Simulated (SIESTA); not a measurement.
# PtSe2 (Sudovikovite) (P1) in SIESTA: convergence with EnergyShift

Aim: find how far EnergyShift must go before the results for PtSe2 (Sudovikovite) settle, at PBE. This setting moves, with any that are tied to it; all else stays.

Program: SIESTA 5.4.2. These are calculated values, not measurements. Logs are shortened: lines on timing, memory, paths and dates and some standing lists are left out, and cuts for length are marked.

### Step 1. The cell of the first run

The typed cell holds 3 atoms: a = 3.724 Å, b = 3.724 Å, c = 5.062 Å, α = 90.00°, β = 90.00°, γ = 120.00°.

The cell isn't the ideal one: atoms moved at random, drawn with an rms of 0.05 Å.

### Step 2. With EnergyShift 0.05

run.py

```python
from ase import Atoms
from ase.calculators.siesta import Siesta
from ase.units import Ry, GPa

atoms = Atoms(
    ['Pt', 'Se', 'Se'],
    cell=[
        [3.724, 0.0, 0.0],
        [-1.862, 3.2250786037, 0.0],
        [0.0, 0.0, 5.062],
    ],
    scaled_positions=[
        [0.011333, 0.022629, 0.006602],
        [0.650345, 0.331345, 0.740001],
        [0.332382, 0.655127, 0.246311],
    ],
    pbc=True,
)

fdf = {
    'SCFMustConverge': False,
    'OccupationFunction': 'FD',
    'ElectronicTemperature': '0.05 eV',
    'MaxSCFIterations': '120',
    'SCF.Mixer.Method': 'Pulay',
    'SCF.Mixer.Weight': '0.25',
    'SCF.Mixer.History': '8',
    'SCF.DM.Tolerance': '5.0e-05',
    'SCF.H.Tolerance': '1.0e-03 eV',
    'WriteForces': 'true',
    'Charge.Mulliken': 'end',
    'PAO.Basis': ['Pt.1 5', 'n=5 0 2', '  2.178 0.000', 'n=6 0 2', '  5.119 0.000', 'n=5 1 2', '  2.527 0.000', 'n=6 1 1', '  5.119', 'n=5 2 2', '  3.797 0.000', 'Se.2 4', 'n=4 0 2', '  3.782 0.000', 'n=4 1 2', '  4.621 0.000', 'n=3 2 2', '  1.969 0.000', 'n=4 2 1', '  4.621'],
}
calc = Siesta(
    label="PtSe2",
    command="siesta < PREFIX.fdf > PREFIX.out",
    pseudo_path="pseudos",
    pseudo_qualifier="",
    xc=('GGA', 'PBE'),
    basis_set="DZP",
    mesh_cutoff=800 * Ry,
    energy_shift=0.05 * Ry,
    kpts=[6, 6, 4],
    spin="non-polarized",
    fdf_arguments=fdf,
)
atoms.calc = calc

print(f"energy = {atoms.get_potential_energy():.6f} eV")
free = atoms.get_potential_energy(force_consistent=True)
print(f"free energy = {free:.6f} eV")
print("forces (eV/A):")
print(atoms.get_forces(apply_constraint=False).round(6))
print("stress (GPa, Voigt order, tension positive):", (atoms.get_stress() / GPa).round(4))
```

Potentials or basis: PseudoDojo 0.4 standard (PBE files), DZP (energy shift 0.05 Ry; two zetas on semicore shells).

Launch:

```sh
> python run.py
```

Run time: 18 s. Hardware: 1 thread of Intel Xeon 6975P-C (Granite Rapids), shared host; peak memory 0.26 GiB.

The run converged. Its results:

```
Free energy            : -10133.6916 eV
Pressure               : -12.4 GPa
Largest force          : 2.104 eV/Å
Band gap on the k mesh : none (metal or under the smearing width)
```

### Step 3. With EnergyShift 0.03

run.py, as its differences from that of step 2:

```diff
@@ -31,3 +31,3 @@
     'Charge.Mulliken': 'end',
-    'PAO.Basis': ['Pt.1 5', 'n=5 0 2', '  2.178 0.000', 'n=6 0 2', '  5.119 0.000', 'n=5 1 2', '  2.527 0.000', 'n=6 1 1', '  5.119', 'n=5 2 2', '  3.797 0.000', 'Se.2 4', 'n=4 0 2', '  3.782 0.000', 'n=4 1 2', '  4.621 0.000', 'n=3 2 2', '  1.969 0.000', 'n=4 2 1', '  4.621'],
+    'PAO.Basis': ['Pt.1 5', 'n=5 0 2', '  2.281 0.000', 'n=6 0 2', '  5.524 0.000', 'n=5 1 2', '  2.657 0.000', 'n=6 1 1', '  5.524', 'n=5 2 2', '  4.122 0.000', 'Se.2 4', 'n=4 0 2', '  4.024 0.000', 'n=4 1 2', '  4.997 0.000', 'n=3 2 2', '  2.092 0.000', 'n=4 2 1', '  4.997'],
 }
@@ -41,3 +41,3 @@
     mesh_cutoff=800 * Ry,
-    energy_shift=0.05 * Ry,
+    energy_shift=0.03 * Ry,
     kpts=[6, 6, 4],
```

Potentials or basis: PseudoDojo 0.4 standard (PBE files), DZP (energy shift 0.03 Ry; two zetas on semicore shells).

Launch:

```sh
> python run.py
```

It took 20 s on 1 thread of Intel Xeon 6975P-C (Granite Rapids), shared host; peak memory 0.27 GiB.

Results (log left out):

```yaml
Free_energy: -10141.7158 eV
Pressure: 0.5 GPa
Largest_force: 2.298 eV/Å
Band_gap_on_the_k_mesh: none (metal or under the smearing width)
```

### Step 4. With EnergyShift 0.02

run.py, as its differences from that of step 3:

```diff
@@ -31,3 +31,3 @@
     'Charge.Mulliken': 'end',
-    'PAO.Basis': ['Pt.1 5', 'n=5 0 2', '  2.281 0.000', 'n=6 0 2', '  5.524 0.000', 'n=5 1 2', '  2.657 0.000', 'n=6 1 1', '  5.524', 'n=5 2 2', '  4.122 0.000', 'Se.2 4', 'n=4 0 2', '  4.024 0.000', 'n=4 1 2', '  4.997 0.000', 'n=3 2 2', '  2.092 0.000', 'n=4 2 1', '  4.997'],
+    'PAO.Basis': ['Pt.1 5', 'n=5 0 2', '  2.360 0.000', 'n=6 0 2', '  5.842 0.000', 'n=5 1 2', '  2.765 0.000', 'n=6 1 1', '  5.842', 'n=5 2 2', '  4.387 0.000', 'Se.2 4', 'n=4 0 2', '  4.223 0.000', 'n=4 1 2', '  5.307 0.000', 'n=3 2 2', '  2.186 0.000', 'n=4 2 1', '  5.307'],
 }
@@ -41,3 +41,3 @@
     mesh_cutoff=800 * Ry,
-    energy_shift=0.03 * Ry,
+    energy_shift=0.02 * Ry,
     kpts=[6, 6, 4],
```

Potentials or basis: PseudoDojo 0.4 standard (PBE files), DZP (energy shift 0.02 Ry; two zetas on semicore shells).

Launch:

```sh
> python run.py
```

It took 24 s on 1 thread of Intel Xeon 6975P-C (Granite Rapids), shared host; peak memory 0.28 GiB.

Results (log left out):

```yaml
Free_energy: -10145.2543 eV
Pressure: 5.2 GPa
Largest_force: 2.363 eV/Å
Band_gap_on_the_k_mesh: none (metal or under the smearing width)
```

### Step 5. With EnergyShift 0.01

run.py, as its differences from that of step 4:

```diff
@@ -31,3 +31,3 @@
     'Charge.Mulliken': 'end',
-    'PAO.Basis': ['Pt.1 5', 'n=5 0 2', '  2.360 0.000', 'n=6 0 2', '  5.842 0.000', 'n=5 1 2', '  2.765 0.000', 'n=6 1 1', '  5.842', 'n=5 2 2', '  4.387 0.000', 'Se.2 4', 'n=4 0 2', '  4.223 0.000', 'n=4 1 2', '  5.307 0.000', 'n=3 2 2', '  2.186 0.000', 'n=4 2 1', '  5.307'],
+    'PAO.Basis': ['Pt.1 5', 'n=5 0 2', '  2.496 0.000', 'n=6 0 2', '  6.393 0.000', 'n=5 1 2', '  2.949 0.000', 'n=6 1 1', '  6.393', 'n=5 2 2', '  4.859 0.000', 'Se.2 4', 'n=4 0 2', '  4.566 0.000', 'n=4 1 2', '  5.831 0.000', 'n=3 2 2', '  2.360 0.000', 'n=4 2 1', '  5.831'],
 }
@@ -41,3 +41,3 @@
     mesh_cutoff=800 * Ry,
-    energy_shift=0.02 * Ry,
+    energy_shift=0.01 * Ry,
     kpts=[6, 6, 4],
```

Potentials or basis: PseudoDojo 0.4 standard (PBE files), DZP (energy shift 0.01 Ry; two zetas on semicore shells).

Launch:

```sh
> python run.py
```

Wall time 29 s (1 thread of Intel Xeon 6975P-C (Granite Rapids), shared host); peak memory 0.32 GiB.

It converged, with:

| Item | Value |
| --- | --- |
| Free energy | -10148.5460 eV |
| Pressure | 10.1 GPa |
| Largest force | 2.407 eV/Å |
| Band gap on the k mesh | none (metal or under the smearing width) |

### Step 6. With EnergyShift 0.005

run.py, as its differences from that of step 5:

```diff
@@ -31,3 +31,3 @@
     'Charge.Mulliken': 'end',
-    'PAO.Basis': ['Pt.1 5', 'n=5 0 2', '  2.496 0.000', 'n=6 0 2', '  6.393 0.000', 'n=5 1 2', '  2.949 0.000', 'n=6 1 1', '  6.393', 'n=5 2 2', '  4.859 0.000', 'Se.2 4', 'n=4 0 2', '  4.566 0.000', 'n=4 1 2', '  5.831 0.000', 'n=3 2 2', '  2.360 0.000', 'n=4 2 1', '  5.831'],
+    'PAO.Basis': ['Pt.1 5', 'n=5 0 2', '  2.635 0.000', 'n=6 0 2', '  6.927 0.000', 'n=5 1 2', '  3.126 0.000', 'n=6 1 1', '  6.927', 'n=5 2 2', '  5.339 0.000', 'Se.2 4', 'n=4 0 2', '  4.898 0.000', 'n=4 1 2', '  6.355 0.000', 'n=3 2 2', '  2.532 0.000', 'n=4 2 1', '  6.355'],
 }
@@ -41,3 +41,3 @@
     mesh_cutoff=800 * Ry,
-    energy_shift=0.01 * Ry,
+    energy_shift=0.005 * Ry,
     kpts=[6, 6, 4],
```

Potentials or basis: PseudoDojo 0.4 standard (PBE files), DZP (energy shift 0.005 Ry; two zetas on semicore shells).

Launch:

```sh
> python run.py
```

Run time: 34 s. Hardware: 1 thread of Intel Xeon 6975P-C (Granite Rapids), shared host; peak memory 0.35 GiB.

It converged, with:

```yaml
Free_energy: -10150.0566 eV
Pressure: 11.1 GPa
Largest_force: 2.425 eV/Å
Band_gap_on_the_k_mesh: none (metal or under the smearing width)
```

### Step 7. With EnergyShift 0.003

run.py, as its differences from that of step 6:

```diff
@@ -31,3 +31,3 @@
     'Charge.Mulliken': 'end',
-    'PAO.Basis': ['Pt.1 5', 'n=5 0 2', '  2.635 0.000', 'n=6 0 2', '  6.927 0.000', 'n=5 1 2', '  3.126 0.000', 'n=6 1 1', '  6.927', 'n=5 2 2', '  5.339 0.000', 'Se.2 4', 'n=4 0 2', '  4.898 0.000', 'n=4 1 2', '  6.355 0.000', 'n=3 2 2', '  2.532 0.000', 'n=4 2 1', '  6.355'],
+    'PAO.Basis': ['Pt.1 5', 'n=5 0 2', '  2.732 0.000', 'n=6 0 2', '  7.326 0.000', 'n=5 1 2', '  3.260 0.000', 'n=6 1 1', '  7.326', 'n=5 2 2', '  5.692 0.000', 'Se.2 4', 'n=4 0 2', '  5.139 0.000', 'n=4 1 2', '  6.735 0.000', 'n=3 2 2', '  2.657 0.000', 'n=4 2 1', '  6.735'],
 }
@@ -41,3 +41,3 @@
     mesh_cutoff=800 * Ry,
-    energy_shift=0.005 * Ry,
+    energy_shift=0.003 * Ry,
     kpts=[6, 6, 4],
```

Potentials or basis: PseudoDojo 0.4 standard (PBE files), DZP (energy shift 0.003 Ry; two zetas on semicore shells).

Launch:

```sh
> python run.py
```

Wall time 41 s (1 thread of Intel Xeon 6975P-C (Granite Rapids), shared host); peak memory 0.38 GiB.

The run converged. Its results:

```yaml
Free_energy: -10150.6340 eV
Pressure: 11.7 GPa
Largest_force: 2.439 eV/Å
Band_gap_on_the_k_mesh: none (metal or under the smearing width)
```

### Step 8. With EnergyShift 0.002

run.py, as its differences from that of step 7:

```diff
@@ -31,3 +31,3 @@
     'Charge.Mulliken': 'end',
-    'PAO.Basis': ['Pt.1 5', 'n=5 0 2', '  2.732 0.000', 'n=6 0 2', '  7.326 0.000', 'n=5 1 2', '  3.260 0.000', 'n=6 1 1', '  7.326', 'n=5 2 2', '  5.692 0.000', 'Se.2 4', 'n=4 0 2', '  5.139 0.000', 'n=4 1 2', '  6.735 0.000', 'n=3 2 2', '  2.657 0.000', 'n=4 2 1', '  6.735'],
+    'PAO.Basis': ['Pt.1 5', 'n=5 0 2', '  2.810 0.000', 'n=6 0 2', '  7.641 0.000', 'n=5 1 2', '  3.360 0.000', 'n=6 1 1', '  7.641', 'n=5 2 2', '  5.972 0.000', 'Se.2 4', 'n=4 0 2', '  5.328 0.000', 'n=4 1 2', '  7.039 0.000', 'n=3 2 2', '  2.760 0.000', 'n=4 2 1', '  7.039'],
 }
@@ -41,3 +41,3 @@
     mesh_cutoff=800 * Ry,
-    energy_shift=0.003 * Ry,
+    energy_shift=0.002 * Ry,
     kpts=[6, 6, 4],
```

Potentials or basis: PseudoDojo 0.4 standard (PBE files), DZP (energy shift 0.002 Ry; two zetas on semicore shells).

Launch:

```sh
> python run.py
```

It took 50 s on 1 thread of Intel Xeon 6975P-C (Granite Rapids), shared host; peak memory 0.39 GiB.

The run converged. Its results:

```
Free energy            : -10150.9137 eV
Pressure               : 12.2 GPa
Largest force          : 2.470 eV/Å
Band gap on the k mesh : none (metal or under the smearing width)
```

(Part 1 of 2 ends here.)
